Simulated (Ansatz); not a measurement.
# GaP: the cost of one run

Program: Ansatz 0.2.0. Level of theory: reference: DFT, PBEsol, plane waves, PAW. These are calculated values, not measurements.

4 further runs of the same task are left out: 2 for a known fault of the program, 2 that didn't finish.

## 1. The system as given

The structure is cubic, space group F-43m (No. 216). The conventional cell has a = 5.451 Å, b = 5.451 Å, c = 5.451 Å, α = 90.00°, β = 90.00°, γ = 90.00°. Around Ga (site symmetry -43m) lie 4 P at 2.36 Å. P (site symmetry -43m) is surrounded by 4 Ga at 2.36 Å.

Structure file:

```cif
data_structure
_symmetry_space_group_name_H-M 'F-43m'
_symmetry_Int_Tables_number 216
_cell_length_a 5.4508
_cell_length_b 5.4508
_cell_length_c 5.4508
_cell_angle_alpha 90.000
_cell_angle_beta 90.000
_cell_angle_gamma 90.000
_cell_volume 161.95
loop_
_atom_site_label
_atom_site_type_symbol
_atom_site_symmetry_multiplicity
_atom_site_Wyckoff_symbol
_atom_site_fract_x
_atom_site_fract_y
_atom_site_fract_z
_atom_site_occupancy
Ga1 Ga 4 a 0.00000 0.00000 0.00000 1
P1 P 4 d 0.25000 0.25000 0.75000 1
```

## 2. The reference run

Input file input.yaml:

```yaml
crystal:
  lattice:
    - [0.0, 2.7254102088, 2.7254102088]
    - [2.7254102088, 0.0, 2.7254102088]
    - [2.7254102088, 2.7254102088, 0.0]
  atoms:
    - { symbol: Ga, position: [0.0, 0.0, 0.0] }
    - { symbol: P, position: [0.25, 0.25, 0.25] }
kpoints:
  mp_grid: { grid: [6, 6, 6] }
hamiltonian:
  xc: pbesol
scf:
  occupations: { method: fixed }
  n_extra_bands: 4
output:
  forces: true
  stress: true
  eigenvalues: true
  write_density: true
  write_potential: true
  elf: true
  volumetric_format: npy
```

Command:

```bash
ansatz run input.yaml --threads 4 --pin off --max-ram 3686MiB --backend cpu --events-out ev --progress --plain --runs-dir out
```

What time and memory should one allow on 4 threads of an x86-64 CPU, shared host?

About 4.4 s, with a peak of 0.33 GiB.
